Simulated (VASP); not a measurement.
Runs of VASP 6.6.1 on Ni. Symmetry: P6_3/mmc, No. 194, hexagonal system. Conventional cell: a = 2.489 Å, b = 2.489 Å, c = 4.064 Å, α = 90.00°, β = 90.00°, γ = 120.00°. Ni (site symmetry -6m2) has 12 Ni at 2.49 Å as nearest neighbours. This isn't the form of Ni at room conditions, which is fcc.

| task | level | potentials or basis | cell | k mesh | cutoff (eV) | mesh quality | gap on the mesh (eV) | pressure (GPa) | moment (μB) | relaxed volume (Å³/atom) |
| --- | --- | --- | --- | --- | --- | --- | --- | --- | --- | --- |
| relaxation of cell and atoms | PBE | VASP PAW PBE potentials, release 64 (Ni) | relaxed | 21 × 21 × 10 | 600 | not flagged | none | 0.0 | 1.28 | (c) |
| relaxation of cell and atoms | PBEsol | VASP PAW PBE potentials, release 64 (Ni) | relaxed | 9 × 9 × 4 | 600 | coarse | none | 0.0 | 1.20 | 10.40 |
| relaxation of cell and atoms | PBEsol | VASP PAW PBE potentials, release 64 (Ni) | relaxed | 21 × 21 × 10 | 580 | not flagged | none | 0.0 | 1.24 | 10.40 |
| relaxation of cell and atoms | PBE+D3(BJ) | VASP PAW PBE potentials, release 64 (Ni) | relaxed | 21 × 21 × 10 | 600 | not flagged | none | 0.0 | (b) | 10.53 |
| single point | PBEsol | VASP PAW PBE potentials, release 64 (Ni) | as given | 21 × 21 × 10 | 520 | not flagged | none | -9.3 | 1.28 | - |
| relaxation of cell and atoms | PBEsol | VASP PAW PBE potentials, release 64 (Ni) | relaxed | 21 × 21 × 10 | 600 | not flagged | none | 0.0 | 1.24 | 10.40 |
| relaxation of cell and atoms | LDA | VASP PAW LDA potentials, release 64 (Ni) | relaxed | 21 × 21 × 10 | 600 | not flagged | none | 0.0 | 1.14 | 10.05 |
| relaxation of cell and atoms | RPBE | VASP PAW PBE potentials, release 64 (Ni) | relaxed | 21 × 21 × 10 | 600 | not flagged | none | 0.0 | (a) | 11.25 |

Alike in all rows: spin collinear, ferromagnetic start; smearing gaussian 0.1 eV.

Problem. Estimate the missing entries.

Solution. (a) 1.31; (b) 1.25; (c) 10.92.

Caveats: some runs use coarse meshes; the PAW data sets were made with another functional, which shifts forces and pressure a little (some runs); pairwise dispersion overbinds metals, which lowers pressure and volume (some runs).

A gap of «none» marks a metal or a gap under the smearing width.
